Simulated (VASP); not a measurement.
# Input and output of a VASP LDA single-point calculation on LiH (CsCl)

INCAR

```
SIGMA = 0.01
LCHARG = .FALSE.
NBANDS = 9
PREC = Accurate
ISMEAR = 0
NSW = 0
NELM = 120
GGA = CA
LWAVE = .FALSE.
ENCUT = 520
EDIFF = 1E-7
LASPH = .TRUE.
IBRION = -1
LREAL = .FALSE.
ISIF = 2
```

KPOINTS

```
KPOINTS created by Atomic Simulation Environment
0
Gamma
10 10 10
0 0 0
```

KPOINTS_OPT

```
special points
4
Reciprocal
0.0000000000 0.0000000000 0.0000000000 1
0.0000000000 0.5000000000 0.0000000000 1
0.5000000000 0.5000000000 0.0000000000 1
0.5000000000 0.5000000000 0.5000000000 1
```

POSCAR

```
Li H
 1.0000000000000000
     2.5016587116031355   -0.0000000000000000    0.0000000000000000
    -0.0000000000000000    2.5016587116031355    0.0000000000000000
     0.0000000000000000    0.0000000000000000    2.5016587116031355
 Li  H
   1   1
Cartesian
  0.0000000000000000  0.0000000000000000 -0.0000000000000000
  1.2508293558015677  1.2508293558015677  1.2508293558015677
```

VASP ran with the recommended LDA PAW datasets (4 valence electrons in the cell).

Command

```
mpirun -np 1 vasp_std
```

From OUTCAR

```
k-points           NKPTS =     56   k-points in BZ     NKDIM =     56   number of bands    NBANDS=      9

   NELECT =       4.0000    total number of electrons

   dimension x,y,z NGX =    20 NGY =   20 NGZ =   20
   dimension x,y,z NGXF=    40 NGYF=   40 NGZF=   40

  energy-cutoff  :      520.00
  volume of cell :       15.66
      direct lattice vectors                 reciprocal lattice vectors
     2.501658712  0.000000000  0.000000000     0.399734782  0.000000000  0.000000000
     0.000000000  2.501658712  0.000000000     0.000000000  0.399734782  0.000000000
     0.000000000  0.000000000  2.501658712     0.000000000  0.000000000  0.399734782

 k-points in reciprocal lattice and weights: KPOINTS created by Atomic Simulation Env
   0.00000000  0.00000000  0.00000000       0.001
   0.10000000  0.00000000  0.00000000       0.006
   0.20000000  0.00000000  0.00000000       0.006
   0.30000000  0.00000000  0.00000000       0.006
   0.40000000  0.00000000  0.00000000       0.006
   0.50000000  0.00000000  0.00000000       0.003
   0.10000000  0.10000000  0.00000000       0.012
   0.20000000  0.10000000  0.00000000       0.024
   ...

 E-fermi :   3.8775

 k-point     1 :       0.0000    0.0000    0.0000
  band No.  band energies     occupation
      1     -43.6024      2.00000
      2      -5.2901      2.00000
      3      15.2169      0.00000
      4      15.2169      0.00000
      5      15.2169      0.00000
      6      16.2253      0.00000
      7      18.4467      0.00000
      8      18.4467      0.00000
      9      35.1209      0.00000

 k-point     2 :       0.1000    0.0000    0.0000
  band No.  band energies     occupation
      1     -43.5968      2.00000
      2      -5.1404      2.00000
      3      12.5594      0.00000
      4      15.4409      0.00000
      5      15.4409      0.00000
      6      16.2780      0.00000
      7      18.6852      0.00000
      8      21.3780      0.00000
      9      33.5524      0.00000

 k-point     3 :       0.2000    0.0000    0.0000
  band No.  band energies     occupation
      1     -43.5817      2.00000
      2      -4.7094      2.00000
      3       9.3860      0.00000
      4      15.9146      0.00000
      5      16.1060      0.00000
      6      16.1060      0.00000
      7      19.3997      0.00000
      8      25.8888      0.00000
      9      30.4001      0.00000

 k-point     4 :       0.3000    0.0000    0.0000
  band No.  band energies     occupation
      1     -43.5631      2.00000
      2      -4.0654      2.00000
      3       6.7363      0.00000
      4      15.4503      0.00000
      5      17.1803      0.00000
      6      17.1803      0.00000
      7      20.5854      0.00000
      8      27.2300      0.00000
      9      27.2300      0.00000

 k-point     5 :       0.4000    0.0000    0.0000
  band No.  band energies     occupation
      1     -43.5481      2.00000
      2      -3.3923      2.00000
      3       4.8548      0.00000
      4      15.0795      0.00000
      5      18.5334      0.00000
      6      18.5334      0.00000
      7      22.2176      0.00000
      8      24.5604      0.00000
      9      24.5604      0.00000

 k-point     6 :       0.5000    0.0000    0.0000
  band No.  band energies     occupation
      1     -43.5423      2.00000
      2      -3.0725      2.00000
      3       4.1325      0.00000
      4      14.9396      0.00000
      5      19.4218      0.00000
      6      19.4218      0.00000
      7      23.2271      0.00000
      8      23.2271      0.00000
      9      23.7723      0.00000

 k-point     7 :       0.1000    0.1000    0.0000
  band No.  band energies     occupation
      1     -43.5911      2.00000
      2      -4.9874      2.00000
      3      12.2810      0.00000
      4      13.1780      0.00000
      5      15.6644      0.00000
      6      16.6525      0.00000
      7      20.6868      0.00000
      8      22.3043      0.00000
      9      31.8755      0.00000

 k-point     8 :       0.2000    0.1000    0.0000
  band No.  band energies     occupation
      1     -43.5762      2.00000
      2      -4.5456      2.00000
      3       9.4473      0.00000
      4      13.2678      0.00000
      5      16.3281      0.00000
      6      16.5714      0.00000
      7      21.7611      0.00000
      8      26.2343      0.00000
      9      28.8638      0.00000

 k-point     9 :       0.3000    0.1000    0.0000
  band No.  band energies     occupation
      1     -43.5579      2.00000
      2      -3.8837      2.00000
      3       6.8157      0.00000
      4      13.6896      0.00000
      5      16.6864      0.00000
      6      17.3986      0.00000
      7      22.7750      0.00000
      8      25.8369      0.00000
      9      27.4116      0.00000

 k-point    10 :       0.4000    0.1000    0.0000
  band No.  band energies     occupation
      1     -43.5430      2.00000
      2      -3.1869      2.00000
      3       4.9250      0.00000
      4      13.8863      0.00000
      5      17.3206      0.00000
      6      18.7441      0.00000
      7      22.7945      0.00000
      8      24.7822      0.00000
      9      24.8328      0.00000

 k-point    11 :       0.5000    0.1000    0.0000
  band No.  band energies     occupation
      1     -43.5373      2.00000
      2      -2.8532      2.00000
      3       4.1927      0.00000
      4      13.9094      0.00000
      5      17.8747      0.00000
      6      19.6221      0.00000
      7      21.8437      0.00000
      8      23.4661      0.00000
      9      25.7503      0.00000

 k-point    12 :       0.2000    0.2000    0.0000
  band No.  band energies     occupation
      1     -43.5617      2.00000
      2      -4.0711      2.00000
      3       9.0709      0.00000
      4      10.9066      0.00000
      5      16.3441      0.00000
      6      16.9859      0.00000
      7      24.1078      0.00000
      8      27.2666      0.00000
      9      28.1321      0.00000

 k-point    13 :       0.3000    0.2000    0.0000
  band No.  band energies     occupation
      1     -43.5440      2.00000
      2      -3.3531      2.00000
      3       6.9839      0.00000
      4      10.8406      0.00000
      5      16.0006      0.00000
      6      18.0445      0.00000
      7      23.3643      0.00000
      8      27.5077      0.00000
      9      27.8652      0.00000

 k-point    14 :       0.4000    0.2000    0.0000
  band No.  band energies     occupation
      1     -43.5295      2.00000
      2      -2.5821      2.00000
      3       5.1136      0.00000
      4      11.2329      0.00000
      5      15.7514      0.00000
      6      19.3633      0.00000
      7      22.0837      0.00000
      8      25.4326      0.00000
      9      28.3134      0.00000

 k-point    15 :       0.5000    0.2000    0.0000
  band No.  band energies     occupation
      1     -43.5240      2.00000
      2      -2.2032      2.00000
      3       4.3559      0.00000
      4      11.4105      0.00000
      5      15.6775      0.00000
      6      20.2057      0.00000
      7      21.5437      0.00000
      8      24.1826      0.00000
      9      28.6992      0.00000

 k-point    16 :       0.3000    0.3000    0.0000
  band No.  band energies     occupation
      1     -43.5267      2.00000
      2      -2.5369      2.00000
      3       6.7245      0.00000
      4       8.7969      0.00000
      5      15.0786      0.00000
      6      19.0760      0.00000
      7      22.6766      0.00000
      8      27.9138      0.00000
      9      29.5207      0.00000

 k-point    17 :       0.4000    0.3000    0.0000
  band No.  band energies     occupation
      1     -43.5128      2.00000
      2      -1.6277      2.00000
      3       5.3400      0.00000
      4       8.4979      0.00000
      5      14.2643      0.00000
      6      20.3344      0.00000
      7      22.3605      0.00000
      8      26.4257      0.00000
      9      29.0163      0.00000

 k-point    18 :       0.5000    0.3000    0.0000
  band No.  band energies     occupation
      1     -43.5075      2.00000
      2      -1.1570      2.00000
      3       4.5712      0.00000
      4       8.5733      0.00000
      5      13.9375      0.00000
      6      21.1011      0.00000
      7      22.2628      0.00000
      8      25.3748      0.00000
      9      28.9421      0.00000

 k-point    19 :       0.4000    0.4000    0.0000
  band No.  band energies     occupation
      1     -43.4992      2.00000
      2      -0.4986      2.00000
      3       5.3079      0.00000
      4       6.4777      0.00000
      5      13.2158      0.00000
      6      21.4638      0.00000
      7      23.0740      0.00000
      8      27.2251      0.00000
      9      28.3323      0.00000

 ...

  Total       -0.2442191     -0.2442191     -0.2442191      0.0000000     -0.0000000      0.0000000
  in kB      -24.9922872    -24.9922872    -24.9922872      0.0000000     -0.0000000      0.0000000
  external PRESSURE =     -24.9922872 kB  Pullay stress =       0.0000000 kB

 POSITION                                       TOTAL-FORCE (eV/Angst)
 -----------------------------------------------------------------------------------
      0.00000      0.00000      0.00000         0.000000      0.000000      0.000000
      1.25083      1.25083      1.25083         0.000000      0.000000      0.000000
 -----------------------------------------------------------------------------------
    total drift:                                0.000000      0.000000      0.000000

  FREE ENERGIE OF THE ION-ELECTRON SYSTEM (eV)
  ---------------------------------------------------
  free  energy   TOTEN  =        -6.0261728485 eV

  energy  without entropy=       -6.0261728485  energy(sigma->0) =       -6.02617285
```

The gap between bands v and c is 0.38 eV. The least direct gap is 3.85 eV and the pressure is -2.5 GPa.

Band v is the last that the valence electrons fill when counted band by band, and c is the next.

The run took about 4 s on one core of a shared host (Intel Xeon Platinum 8488C) and held 0.11 GiB at most.
